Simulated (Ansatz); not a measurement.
# Relaxing KF in the rocksalt type

First guess:

```xyz
2
Lattice="0.0000 2.2416 2.2416 2.2416 0.0000 2.2416 2.2416 2.2416 0.0000" Properties=species:S:1:pos:R:3 pbc="T T T"
K     0.0000    0.0000    0.0000
F     2.2416    2.2416    2.2416
```

Method: DFT, PBE, PAW with Ansatz's default frozen-core files, scalar-relativistic (Ansatz 0.2.0).

Cell and atoms relax within the symmetry of the start on a 16×16×16 k mesh with 0.08 eV Fermi–Dirac smearing.

The start is built from a prototype, known or not as a phase of this compound; the cutoff is 420 eV.

(1) What is the pressure of the first guess?

(2) What does it relax to?

(3) How much energy does the relaxation release?

## Answers

(1) 66.3 GPa.

(2) a = 5.420 Å, b = 5.420 Å, c = 5.420 Å, α = 90.00°, β = 90.00°, γ = 90.00° (conventional cell), 19.90 Å³ per atom:
```cif
data_structure
_symmetry_space_group_name_H-M 'Fm-3m'
_symmetry_Int_Tables_number 225
_cell_length_a 5.4198
_cell_length_b 5.4198
_cell_length_c 5.4198
_cell_angle_alpha 90.000
_cell_angle_beta 90.000
_cell_angle_gamma 90.000
_cell_volume 159.20
loop_
_atom_site_label
_atom_site_type_symbol
_atom_site_symmetry_multiplicity
_atom_site_Wyckoff_symbol
_atom_site_fract_x
_atom_site_fract_y
_atom_site_fract_z
_atom_site_occupancy
K1 K 4 a 0.00000 0.00000 0.00000 1
F1 F 4 b 0.50000 0.00000 0.00000 1
```

(3) 1027 meV/atom.
